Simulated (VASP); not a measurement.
# BeTe: the relaxed cell at several levels of theory, part 2 of 2

Aim: relax BeTe at several levels of theory and compare the cells. The starting structure is a computed structure from the Materials Project. The first relaxation on each setting starts from this cell expanded by 3 % in volume.

VASP 6.6.1.

Results so far: PBEsol 22.11 Å³ an atom; LDA 21.52 Å³ an atom; PBE 22.78 Å³ an atom; PBEsol + D3(BJ) 21.31 Å³ an atom.

## 6. Relaxation with r2SCAN

Level of this step: r2SCAN; plane waves and PAW (Te, Be) (VASP).

r2SCAN adds the kinetic-energy density, costs more than a GGA and is run with LASPH.

The input, INCAR:

```
SYSTEM = BeTe
PREC = Accurate
ENCUT = 450
EDIFF = 1E-06
NELM = 100
ISMEAR = 0
SIGMA = 0.03
LREAL = .FALSE.
ALGO = Normal
METAGGA = R2SCAN
LASPH = .TRUE.
NBANDS = 10
LORBIT = 11
LWAVE = .FALSE.
LCHARG = .FALSE.
KPAR = 2
IBRION = 2
NSW = 50
ISIF = 3
EDIFFG = -0.004
```

The input, POSCAR:

```
BeTe
1.0
    0.0000000000      2.8594948563      2.8594948563
    2.8594948563      0.0000000000      2.8594948563
    2.8594948563      2.8594948563      0.0000000000
Te Be
1 1
Direct
    0.2500000000      0.2500000000      0.2500000000
    0.0000000000      0.0000000000      0.0000000000
```

The input, KPOINTS:

```
Automatic mesh
0
Gamma
6 6 6
0 0 0
```

PAW data sets: Te and Be (PBE family, release 64).

Launch:

```console
mpirun -np 2 vasp_std
```

Log:

```text
[banner, memory and clock lines left out]
running    2 mpi-ranks, on    1 nodes
[...]
[... a notice as in an earlier step ...]

 LDA part: xc-table for (None), standard interpolation
 POSCAR, INCAR and KPOINTS ok, starting setup
[...]
entering main loop
       N       E                     dE             d eps       ncg     rms          rms(c)
DAV:   1    -0.615357663070E+01   -0.61536E+01   -0.32155E+03   320   0.589E+02
DAV:   2    -0.307477737083E+02   -0.24594E+02   -0.23700E+02   444   0.916E+01
DAV:   3    -0.317606296877E+02   -0.10129E+01   -0.10107E+01   414   0.201E+01
DAV:   4    -0.317692158084E+02   -0.85861E-02   -0.85855E-02   414   0.215E+00
[...]
DAV:  10    -0.306724301700E+02   -0.38503E-04   -0.12833E-04   406   0.650E-02    0.302E-02
DAV:  11    -0.306724332222E+02   -0.30522E-05   -0.10605E-05   386   0.273E-02    0.177E-02
DAV:  12    -0.306724340348E+02   -0.81268E-06   -0.38876E-07   264   0.524E-03
   1 F= -.30672434E+02 E0= -.30672434E+02  d E =-.306724E+02
[...]
DAV:   6    -0.306792119714E+02    0.38181E-05   -0.12814E-05   364   0.238E-02    0.328E-02
DAV:   7    -0.306792113564E+02    0.61502E-06   -0.10555E-05   338   0.147E-02    0.131E-02
DAV:   8    -0.306792115008E+02   -0.14441E-06   -0.43722E-07   232   0.474E-03
   2 F= -.30679212E+02 E0= -.30679212E+02  d E =-.677747E-02
 trial-energy change:   -0.006777  1 .order   -0.006591   -0.016542    0.003360
 step:   0.8388(harm=  0.8312)  dis= 0.00000  next Energy=   -30.679482 (dE=-0.705E-02)
[...]
N       E                     dE             d eps       ncg     rms          rms(c)
DAV:   1    -0.306798873290E+02   -0.67597E-03   -0.10829E-02   352   0.463E-01    0.147E-01
DAV:   2    -0.306795895557E+02    0.29777E-03   -0.83145E-04   332   0.153E-01    0.898E-02
DAV:   3    -0.306794985368E+02    0.91019E-04   -0.39263E-04   340   0.844E-02    0.402E-02
DAV:   4    -0.306794942894E+02    0.42475E-05   -0.11368E-05   366   0.225E-02    0.390E-02
DAV:   5    -0.306794866898E+02    0.75996E-05   -0.60526E-06   328   0.148E-02    0.851E-03
DAV:   6    -0.306794860934E+02    0.59638E-06   -0.18402E-06   244   0.625E-03
   3 F= -.30679486E+02 E0= -.30679486E+02  d E =-.705206E-02
[...]
reached required accuracy - stopping structural energy minimisation
```

It took 45 s on 2 MPI ranks of AMD EPYC 7R43, shared host; peak memory 0.26 GiB.

OUTCAR, selected parts (step 6):

```text
  Total        0.0039561      0.0039561      0.0039561      0.0000000      0.0000000      0.0000000
  in kB        0.1395555      0.1395555      0.1395555      0.0000000      0.0000000      0.0000000
  external PRESSURE =       0.1395555 kB  Pullay stress =       0.0000000 kB

 POSITION                                       TOTAL-FORCE (eV/Angst)
 -----------------------------------------------------------------------------------
      1.41592      1.41592      1.41592        -0.000000     -0.000000     -0.000000
      0.00000      0.00000      0.00000         0.000000      0.000000      0.000000
 -----------------------------------------------------------------------------------
    total drift:                                0.000000      0.000000      0.000000

  FREE ENERGIE OF THE ION-ELECTRON SYSTEM (eV)
  ---------------------------------------------------
  free  energy   TOTEN  =       -30.6794860934 eV

  energy  without entropy=      -30.6794860934  energy(sigma->0) =      -30.67948609

[... 2 parts as in an earlier step ...]

[... 2 further parts left out ...]
[key lines of the parts left out:]
E-fermi :   4.9508
```

With r2SCAN the relaxed cell holds 22.709 Å³ an atom, +0.04 % against the starting cell, with a = 5.664 Å. That is +2.70 % from PBEsol.

## 7. Relaxation with r2SCAN + rVV10

rVV10 adds a nonlocal correlation energy for dispersion. This run starts from the cell of an earlier relaxation, which isn't shown; the restart sets up the plane waves anew.

Edit INCAR of step 6 so:

```diff
@@ -10,2 +10,6 @@
 METAGGA = R2SCAN
+LUSE_VDW = .TRUE.
+IVDW_NL = 2
+BPARAM = 11.95
+CPARAM = 0.0093
 LASPH = .TRUE.
```

The input, POSCAR:

```
BeTe
1.0
    0.0000000000      2.8239987559      2.8239987559
    2.8239987559      0.0000000000      2.8239987559
    2.8239987559      2.8239987559      0.0000000000
Te Be
1 1
Direct
    0.2500000000      0.2500000000      0.2500000000
    0.0000000000      0.0000000000      0.0000000000
```

KPOINTS is that of step 6.

Launch:

```console
mpirun -np 2 vasp_std
```

Log:

```text
[banner, memory and clock lines left out]
running    2 mpi-ranks, on    1 nodes
[...]
|                                                                             |
|               ----> ADVICE to this user running VASP <----                  |
|                                                                             |
|     You have switched on vdW-DFT.                                           |
|     This routine was written and supplied by Jiri Klimes. We recommend      |
|     that you carefully read and cite the following publications:            |
|       J. Klimes, D.R. Bowler, A. Michelides                                 |
|          J. Phys.: Cond Matt. 22 022201 (2010)                              |
|       J. Klimes, D.R. Bowler, A. Michelides                                 |
|          Phys. Rev. B. 83, 195131 (2011)                                    |
|     and references therein.                                                 |
|                                                                             |

[...]
DAV:   8    -0.304983788012E+02    0.17016E-02   -0.79859E-03   372   0.455E-01    0.394E-01
Total rVV10 correction in eV:      0.1785257    11.4277893
Total rVV10 correction in eV:      0.1785257    11.4277893
DAV:   9    -0.304989100109E+02   -0.53121E-03   -0.87298E-04   356   0.217E-01    0.159E-01
Total rVV10 correction in eV:      0.1790299    11.4277893
Total rVV10 correction in eV:      0.1790299    11.4277893
DAV:  10    -0.304989676038E+02   -0.57593E-04   -0.13297E-04   410   0.723E-02    0.354E-02
Total rVV10 correction in eV:      0.1791901    11.4277893
Total rVV10 correction in eV:      0.1791901    11.4277893
DAV:  11    -0.304989711711E+02   -0.35673E-05   -0.12204E-05   378   0.292E-02    0.207E-02
Total rVV10 correction in eV:      0.1791709    11.4277893
Total rVV10 correction in eV:      0.1791709    11.4277893
DAV:  12    -0.304989718993E+02   -0.72822E-06   -0.38883E-07   302   0.478E-03
Total rVV10 correction in eV:      0.1791761    11.4277893
Total rVV10 correction in eV:      0.1791761    11.4277893
Total rVV10 correction in eV:      0.1791760    11.4277893
Total rVV10 correction in eV:      0.1791760    11.4277893
   1 F= -.30498972E+02 E0= -.30498972E+02  d E =-.304990E+02
[...]
reached required accuracy - stopping structural energy minimisation
```

The job ended after 41 s (2 MPI ranks; peak memory 0.44 GiB; 80 s of CPU time).

OUTCAR, selected parts (step 7):

```text
  Total        0.0027133      0.0027133      0.0027133     -0.0000000      0.0000000      0.0000000
  in kB        0.0965115      0.0965115      0.0965115     -0.0000000      0.0000000      0.0000000
  external PRESSURE =       0.0965115 kB  Pullay stress =       0.0000000 kB

 POSITION                                       TOTAL-FORCE (eV/Angst)
 -----------------------------------------------------------------------------------
      1.41200      1.41200      1.41200        -0.000000      0.000000     -0.000000
      0.00000      0.00000      0.00000         0.000000     -0.000000      0.000000
 -----------------------------------------------------------------------------------
    total drift:                                0.000000      0.000000      0.000000

  FREE ENERGIE OF THE ION-ELECTRON SYSTEM (eV)
  ---------------------------------------------------
  free  energy   TOTEN  =       -30.4989718993 eV

  energy  without entropy=      -30.4989718993  energy(sigma->0) =      -30.49897190

[... 2 parts as in an earlier step ...]

[... 2 further parts left out ...]
[key lines of the parts left out:]
E-fermi :   5.0370
```

With r2SCAN + rVV10 the relaxed cell holds 22.521 Å³ an atom, -0.79 % against the starting cell, with a = 5.648 Å. That is +1.85 % from PBEsol.

## 8. Relaxation with optB86b-vdW

optB86b-vdW pairs nonlocal correlation with a less repulsive exchange of B86b form. This run starts from the cell of an earlier relaxation, which isn't shown; the restart sets up the plane waves anew.

Edit INCAR of step 7 so:

```diff
@@ -9,7 +9,7 @@
 ALGO = Normal
-METAGGA = R2SCAN
+GGA = MK
+AGGAC = 0
 LUSE_VDW = .TRUE.
-IVDW_NL = 2
-BPARAM = 11.95
-CPARAM = 0.0093
+PARAM1 = 0.1234
+PARAM2 = 1
 LASPH = .TRUE.
```

The input, POSCAR:

```
BeTe
1.0
    0.0000000000      2.8265451162      2.8265451162
    2.8265451162      0.0000000000      2.8265451162
    2.8265451162      2.8265451162      0.0000000000
Te Be
1 1
Direct
    0.2500000000      0.2500000000      0.2500000000
    0.0000000000      0.0000000000      0.0000000000
```

KPOINTS is that of step 7.

Launch:

```console
mpirun -np 2 vasp_std
```

Log:

```text
[banner, memory and clock lines left out]
running    2 mpi-ranks, on    1 nodes
[...]
[... a notice as in an earlier step ...]

 [... a notice as in an earlier step ...]

 LDA part: xc-table for (Slater+PW92), standard interpolation
 POSCAR, INCAR and KPOINTS ok, starting setup
[...]
entering main loop
       N       E                     dE             d eps       ncg     rms          rms(c)
DAV:   1     0.204003921572E+02    0.20400E+02   -0.30454E+03   320   0.564E+02
DAV:   2    -0.453850029352E+01   -0.24939E+02   -0.24301E+02   454   0.934E+01
DAV:   3    -0.545984690698E+01   -0.92135E+00   -0.92063E+00   394   0.195E+01
DAV:   4    -0.547054055350E+01   -0.10694E-01   -0.10693E-01   428   0.239E+00
[...]
DAV:  10    -0.537022508119E+01   -0.23448E-04   -0.37784E-05   366   0.340E-02    0.128E-02
DAV:  11    -0.537022714980E+01   -0.20686E-05   -0.18648E-06   400   0.892E-03    0.575E-03
DAV:  12    -0.537022783898E+01   -0.68917E-06   -0.16645E-06   358   0.836E-03
   1 F= -.53702278E+01 E0= -.53702278E+01  d E =-.537023E+01
[...]
reached required accuracy - stopping structural energy minimisation
```

It took 29 s on 2 MPI ranks; peak memory 0.54 GiB; 55 s of CPU time.

OUTCAR, selected parts (step 8):

```text
  Total        0.0018315      0.0018315      0.0018315      0.0000000      0.0000000     -0.0000000
  in kB        0.0649693      0.0649693      0.0649693      0.0000000      0.0000000     -0.0000000
  external PRESSURE =       0.0649693 kB  Pullay stress =       0.0000000 kB

 POSITION                                       TOTAL-FORCE (eV/Angst)
 -----------------------------------------------------------------------------------
      1.41327      1.41327      1.41327        -0.000000     -0.000000     -0.000000
      0.00000      0.00000      0.00000         0.000000      0.000000      0.000000
 -----------------------------------------------------------------------------------
    total drift:                                0.000000      0.000000      0.000000

  FREE ENERGIE OF THE ION-ELECTRON SYSTEM (eV)
  ---------------------------------------------------
  free  energy   TOTEN  =        -5.3702278390 eV

  energy  without entropy=       -5.3702278390  energy(sigma->0) =       -5.37022784

[... 2 parts as in an earlier step ...]

[... 2 further parts left out ...]
[key lines of the parts left out:]
E-fermi :   5.0954
```

With optB86b-vdW the relaxed cell holds 22.582 Å³ an atom, -0.52 % against the starting cell, with a = 5.653 Å. That is +2.13 % from PBEsol.

## 9. Relaxation with PBE + D3(BJ)

This run starts from the cell of an earlier relaxation, which isn't shown; the restart sets up the plane waves anew.

Edit INCAR of step 8 so:

```diff
@@ -9,8 +9,4 @@
 ALGO = Normal
-GGA = MK
-AGGAC = 0
-LUSE_VDW = .TRUE.
-PARAM1 = 0.1234
-PARAM2 = 1
-LASPH = .TRUE.
+GGA = PE
+IVDW = 12
 NBANDS = 10
```

The input, POSCAR:

```
BeTe
1.0
    0.0000000000      2.7935254476      2.7935254476
    2.7935254476      0.0000000000      2.7935254476
    2.7935254476      2.7935254476      0.0000000000
Te Be
1 1
Direct
    0.2500000000      0.2500000000      0.2500000000
    0.0000000000      0.0000000000      0.0000000000
```

KPOINTS is that of step 8.

Launch:

```console
mpirun -np 2 vasp_std
```

Log:

```text
[... set-up lines as in an earlier step ...]
 entering main loop
       N       E                     dE             d eps       ncg     rms          rms(c)
DAV:   1     0.158050961898E+02    0.15805E+02   -0.30399E+03   320   0.576E+02
DAV:   2    -0.697107679242E+01   -0.22776E+02   -0.22056E+02   436   0.856E+01
DAV:   3    -0.774793751295E+01   -0.77686E+00   -0.77620E+00   432   0.185E+01
DAV:   4    -0.775559458874E+01   -0.76571E-02   -0.76562E-02   374   0.200E+00
[...]
DAV:  11    -0.760155427168E+01   -0.26405E-05   -0.28525E-06   440   0.102E-02    0.110E-02
DAV:  12    -0.760155675175E+01   -0.24801E-05   -0.56778E-06   350   0.148E-02    0.790E-03
DAV:  13    -0.760155682914E+01   -0.77394E-07   -0.49521E-08   230   0.171E-03
   1 F= -.82959479E+01 E0= -.82959479E+01  d E =-.829595E+01
[...]
reached required accuracy - stopping structural energy minimisation
```

The job ended after 5.4 s (2 MPI ranks; peak memory 0.25 GiB).

OUTCAR, selected parts (step 9):

```text
 Edisp (eV)   -0.69439

  Total       0.00308     0.00308     0.00308     0.00000     0.00000    -0.00000
  in kB       0.11309     0.11309     0.11309     0.00000     0.00000    -0.00000
  external pressure =        0.11 kB  Pullay stress =        0.00 kB

 POSITION                                       TOTAL-FORCE (eV/Angst)
 -----------------------------------------------------------------------------------
      1.39676      1.39676      1.39676        -0.000000     -0.000000     -0.000000
      0.00000      0.00000      0.00000         0.000000      0.000000      0.000000
 -----------------------------------------------------------------------------------
    total drift:                                0.000000      0.000000      0.000000

  FREE ENERGIE OF THE ION-ELECTRON SYSTEM (eV)
  ---------------------------------------------------
  free  energy   TOTEN  =        -8.2959478511 eV

  energy  without entropy=       -8.2959478511  energy(sigma->0) =       -8.29594785

[... 2 parts as in an earlier step ...]

[... 2 further parts left out ...]
[key lines of the parts left out:]
E-fermi :   5.5150
```

With PBE + D3(BJ) the relaxed cell holds 21.800 Å³ an atom, -3.97 % against the starting cell, with a = 5.587 Å. That is -1.41 % from PBEsol.

## 10. All runs side by side

| level | volume (Å³/atom) | against the starting cell (%) | a (Å) | pressure left (GPa) | core minutes |
| --- | --- | --- | --- | --- | --- |
| PBEsol | 22.112 | -2.59 | 5.6136 | 0.02 | 0.42 |
| LDA | 21.522 | -5.19 | 5.5632 | 0.02 | 0.367 |
| PBE | 22.781 | 0.35 | 5.6696 | 0.01 | 0.3 |
| PBEsol + D3(BJ) | 21.314 | -6.11 | 5.5452 | 0.02 | 0.44 |
| r2SCAN | 22.709 | 0.04 | 5.6637 | 0.01 | 1.5 |
| r2SCAN + rVV10 | 22.521 | -0.79 | 5.648 | 0.01 | 4.83 |
| optB86b-vdW | 22.582 | -0.52 | 5.6531 | 0.01 | 3.2 |
| PBE + D3(BJ) | 21.8 | -3.97 | 5.5871 | 0.01 | 0.527 |

Core minutes are wall time times ranks, summed over the relaxations behind a row (those for a bulk modulus apart), on shared hosts.

## 11. What came out

```yaml
volume_pbesol: 22.11 Å³/atom
volume_lda: 21.52 Å³/atom
volume_pbe: 22.78 Å³/atom
volume_pbesol_d3_bj: 21.31 Å³/atom
volume_r2scan: 22.71 Å³/atom
volume_r2scan_rvv10: 22.52 Å³/atom
volume_optb86b_vdw: 22.58 Å³/atom
volume_pbe_d3_bj: 21.80 Å³/atom
```

**Reading.** Across 8 levels the volume of BeTe spans 6.9 %, from 21.31 Å³ an atom (PBEsol + D3(BJ)) to 22.78 Å³ (PBE). Adding D3(BJ) to PBEsol changes the volume by -3.6 %. Adding rVV10 to r2SCAN changes the volume by -0.8 %. Adding D3(BJ) to PBE changes the volume by -4.3 %. LASPH is on in some of these runs and off in others, which adds a little to the differences. All runs keep the symmetry of the start, so they can't find a distortion of lower symmetry. Further runs on this material are not shown.

[Lines on the potential files, build, host, timing and source positions are cut from VASP's logs without a mark.]

[Logs are printed without paths, hosts, clocks, repeated set-up lines and the standing remarks that a program may print on its own settings, such as how far it seeks lower states.]

[Hosts, paths, dates, database ids (printed as entryN), source tags and the programs' standing remarks are cut or masked in the printed files.]
